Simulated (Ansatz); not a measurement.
# WS2: random displacements

These are results of Ansatz, DFT r2SCAN, scalar-relativistic, plane waves, PAW, not measurements. The runs took a 500 eV cutoff, a Γ-centred 12×12×2 mesh and Gaussian smearing (0.05 eV). Spin–orbit coupling is left out, which matters for the heavy elements here. No spin polarisation. Energies are free energies at this smearing, counted from the undisturbed cell; pressure is positive in compression.

The starting cell (as given, not relaxed at this level; this form isn't the usual structure):

```
CELL_PARAMETERS angstrom
3.18321 0.00000 0.00000
-1.59160 2.75674 0.00000
0.00000 0.00000 23.66876
ATOMIC_POSITIONS crystal
W 0.33333 0.66667 0.63732
W 0.66667 0.33333 0.36268
S 0.33333 0.66667 0.29682
S 0.66667 0.33333 0.57144
S 0.33333 0.66667 0.42856
S 0.66667 0.33333 0.70318
```

The cell holds layers and no dispersion correction was added, so their binding is poorly described.

The atoms are displaced (Å, in the unstrained cell):

| atom | ux | uy | uz |
| --- | --- | --- | --- |
| W1 | 0.006 | 0.035 | -0.022 |
| W2 | -0.005 | 0.008 | -0.015 |
| S3 | -0.008 | -0.068 | -0.002 |
| S4 | -0.009 | -0.026 | -0.011 |
| S5 | 0.003 | 0.030 | 0.066 |
| S6 | 0.013 | 0.020 | -0.016 |

The cell is not strained.

Question: What are the energy change, the stress and the forces?

Answer: ΔE = 19.4 meV/atom; stress (xx, yy, zz, yz, xz, xy; compression positive) (-0.49, -0.47, -1.29, -1.73, -0.39, -0.02) GPa; gap on the mesh 1.58 eV.
| atom | Fx (eV/Å) | Fy | Fz |
| --- | --- | --- | --- |
| W1 | -0.07 | -0.85 | 0.36 |
| W2 | 0.03 | -0.61 | 1.52 |
| S3 | 0.04 | 0.77 | -0.16 |
| S4 | 0.14 | 0.69 | -0.24 |
| S5 | -0.07 | -0.16 | -1.38 |
| S6 | -0.07 | 0.17 | -0.10 |

Cost: 1 run of about 5.8 core-minutes, on Intel Xeon Processor @ 2.50GHz (Skylake/Cascade Lake) (shared hosts).